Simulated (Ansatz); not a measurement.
**Two structures of ZrC under several functionals**

Plane-wave DFT in Ansatz with scalar-relativistic PAW potentials (420 eV, r2SCAN 500 eV). Each structure was relaxed within its symmetry at each level.
A. P6_3/mmc, 4 atoms in the computed cell, a = 3.376 Å, c = 5.282 Å; sites (symmetry × multiplicity) Zr -6m2 × 2, C -3m. × 2
B. Fm-3m, 2 atoms in the computed cell, a = 4.709 Å; sites (symmetry × multiplicity) Zr m-3m × 4, C m-3m × 4
(cells at PBE)

Q: Does the choice of functional change which is lower?

A:
| level | E(B) − E(A) (meV/atom) | V(A) (Å³/atom) | V(B) (Å³/atom) |
| --- | --- | --- | --- |
| PBE | -167 | 13.03 | 13.05 |
| PBEsol | -159 | 12.70 | 12.72 |

No: at every level B is lower; the difference varies by 8 meV/atom between levels.